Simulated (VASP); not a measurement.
**VASP 6.6.1 run: InP**

INCAR

```
LWAVE = .FALSE.
NSW = 0
LASPH = .TRUE.
LCHARG = .FALSE.
IBRION = -1
GGA = PE
ISIF = 2
NBANDS = 16
ENCUT = 520
SIGMA = 0.02
LREAL = .FALSE.
PREC = Accurate
ISMEAR = -1
NELM = 120
EDIFF = 1E-7
```

KPOINTS

```
KPOINTS created by Atomic Simulation Environment
0
Monkhorst-Pack
8 8 8
0 0 0
```

POSCAR

```
In P
 1.0000000000000000
     0.0000000000000000    2.9537876347999998    2.8356361294000001
     2.9537876347999998    0.0000000000000000    2.8356361294000001
     2.9537876347999998    2.9537876347999998    0.0000000000000000
 In  P
   1   1
Cartesian
  0.0000000000000000  0.0000000000000000  0.0000000000000000
  1.4768938173999997  1.4768938173999997  1.4178180646999998
```

The recommended PBE PAW datasets give the neutral cell 18 valence electrons.

Command

```
mpirun -np 1 vasp_std
```

Question: How does this run end, and what does it give?

Answer: It converged. Results: gap between bands v and c on the k mesh 1.24 eV; least direct gap on the k mesh 1.24 eV; pressure 4.6 GPa. Band v is the last that the valence electrons fill when counted band by band, and c is the next.

OSZICAR

```
N       E                     dE             d eps       ncg     rms          rms(c)
DAV:   1     0.111747467050E+03    0.11175E+03   -0.84083E+03  4624   0.126E+03
DAV:   2    -0.129797251618E+01   -0.11305E+03   -0.10816E+03  5136   0.299E+02
DAV:   3    -0.858651673416E+01   -0.72885E+01   -0.72558E+01  6000   0.747E+01
DAV:   4    -0.877651071507E+01   -0.18999E+00   -0.18994E+00  5920   0.129E+01
DAV:   5    -0.878519473536E+01   -0.86840E-02   -0.86839E-02  6992   0.236E+00    0.584E+00
DAV:   6    -0.838567329992E+01    0.39952E+00   -0.62207E-01  7408   0.131E+01    0.351E+00
DAV:   7    -0.835444894516E+01    0.31224E-01   -0.16748E-01  6680   0.333E+00    0.128E+00
DAV:   8    -0.835468315817E+01   -0.23421E-03   -0.16435E-02  5712   0.153E+00    0.355E-01
DAV:   9    -0.835528291806E+01   -0.59976E-03   -0.13364E-03  6000   0.383E-01    0.165E-01
DAV:  10    -0.835542975970E+01   -0.14684E-03   -0.26341E-04  7096   0.226E-01    0.109E-01
DAV:  11    -0.835550331963E+01   -0.73560E-04   -0.11800E-04  5656   0.981E-02    0.454E-02
DAV:  12    -0.835550277241E+01    0.54721E-06   -0.84762E-06  5648   0.296E-02    0.128E-02
DAV:  13    -0.835550312954E+01   -0.35713E-06   -0.14776E-06  5856   0.613E-03    0.982E-03
DAV:  14    -0.835550325266E+01   -0.12312E-06   -0.20573E-07  6256   0.452E-03    0.192E-03
DAV:  15    -0.835550327639E+01   -0.23732E-07   -0.11861E-08  3912   0.990E-04
   1 F= -.83555033E+01 E0= -.83555033E+01  d E =-.391516E-12
```

Standard output (part)

```
POSCAR found type information on POSCAR InP
 POSCAR found :  2 types and       2 ions
 LDA part: xc-table for (Slater+PW92), standard interpolation
 POSCAR, INCAR and KPOINTS ok, starting setup
 WAVECAR not read
 entering main loop
```

The shifted mesh misses Γ, so a band edge there is missed.

For comparison, a separate PBE run of the intended cell, on usual settings and not on those above, gives a gap of 0.68 eV on its mesh and a pressure of 4.6 GPa.
